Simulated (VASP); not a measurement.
Here is a VASP 6.6.1 calculation.

File INCAR:

```
PREC = Accurate ; ENCUT = 520
EDIFF = 1E-7 ; ISMEAR = 0
SIGMA = 0.1 ; LREAL = F
LASPH = T ; NELM = 120
ALGO = Normal ; ISIF = 3
LWAVE = F ; LCHARG = F
GGA = PE ; IBRION = 2
NSW = 60 ; EDIFFG = -0.005
POTIM = 0.3
```

Contents of KPOINTS:

```
regular mesh
0
Gamma
  7 7 11
```

The input POSCAR:

```
Sc                                      
1.0
    5.2311105409      0.0000000000      0.0000000000
    0.0000000000      5.2311105409      0.0000000000
    0.0000000000     -0.0000000000      3.6356895758
  Sc            
     4
Direct
     1.0000000000000000    0.0000000000000000    0.0000000000000000
     0.5000000000000000    0.5000000000000000    0.0000000000000000
     0.0000000000000000    0.5000000000000000    0.4998377925646101
     0.5000000000000000    0.0000000000000000    0.5001622074353899
```

Potentials or basis: VASP PAW PBE potentials, release 64 (Sc_sv).

Command:

```console
$ cat potpaw_PBE.64/Sc_sv/POTCAR > POTCAR
$ mpirun -np 1 vasp_std > vasp.out
```

Problem. What does it give for the band gap on the k mesh?

Solution. None (metal or under the smearing width).

Problem. Estimate the relaxed volume.

Solution. 24.88 Å³/atom.

Final structure:
```yaml
crystal:
  lattice:
    - [5.23182, 0.00000, 0.00000]
    - [0.00000, 5.23182, 0.00000]
    - [0.00000, 0.00000, 3.63646]
  atoms:
    - { symbol: Sc, position: [0.00000, 0.00000, 0.00000] }
    - { symbol: Sc, position: [0.50000, 0.50000, 0.00000] }
    - { symbol: Sc, position: [0.00000, 0.50000, 0.49985] }
    - { symbol: Sc, position: [0.50000, 0.00000, 0.50015] }
```
